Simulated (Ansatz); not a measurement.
## Te₂Mo: computed properties

Method: DFT PBE+D3(BJ), scalar-relativistic, plane waves, PAW (Ansatz 0.2.0).

Cutoff 420 eV; k points 12×12×2 on the computed 6-atom cell (Γ-centred); Gaussian smearing, width 0.02 eV; no spin polarisation.

The structure is relaxed at this level of theory with its symmetry kept.

Symmetry: P6_3/mmc, No. 194, hexagonal system. The conventional cell has a = 3.496 Å, b = 3.496 Å, c = 13.701 Å, α = 90.00°, β = 90.00°, γ = 120.00°. Around Te (site symmetry 3m) lie 3 Mo at 2.72 Å. Mo (site symmetry -6m2) has 6 Te at 2.72 Å as nearest neighbours.

| Quantity | Value |
| --- | --- |
| Volume per atom | 24.18 Å³ |
| Kohn–Sham band gap | 0.60 eV |
| Löwdin character of the top 1 eV of the valence band | Mo 4d 55 %, Te 5p 41 % |
| Löwdin character of the lowest 1 eV of the conduction band | Mo 4d 69 %, Te 5p 24 % |
| Bader charges (e) | Te (4 in the cell) -0.29, Mo (2 in the cell) 0.58 |

Spin-orbit coupling is left out, which matters for the bands of heavy elements.